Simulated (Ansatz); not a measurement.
Crystal: PbS (Galena).

```
Pb S
1.0
     0.00000    2.96575    2.96575
     2.96575    0.00000    2.96575
     2.96575    2.96575    0.00000
Pb S
1 1
Cartesian
  0.0000 0.0000 0.0000
  2.9657 2.9657 2.9657
```

Base run:

```yaml
Program: Ansatz 0.2.0
Functional: PBE
Potentials_or_basis: all-electron LAPW, scalar-relativistic
Cutoff: 178 eV (chosen from the basis error)
Basis_error_allowed: 0.001 eV/atom
k_mesh: 8 × 8 × 8
Occupations: gaussian, width 0.027 eV
Spin: no spin polarisation
```

Its results: band gap on the k mesh 0.36 eV, direct; pressure 2.2 GPa.

Problem. The run is repeated on the same cell with these changes: functional from PBE to RPBE; occupations from gaussian, width 0.027 eV to fermi-dirac, width 0.05 eV. What comes out?

Solution. Band gap on the k mesh 0.45 eV, direct; pressure 4.2 GPa.

Caveats: spin-orbit coupling is left out, which as a rule narrows the gap of such compounds by several tenths of an eV.
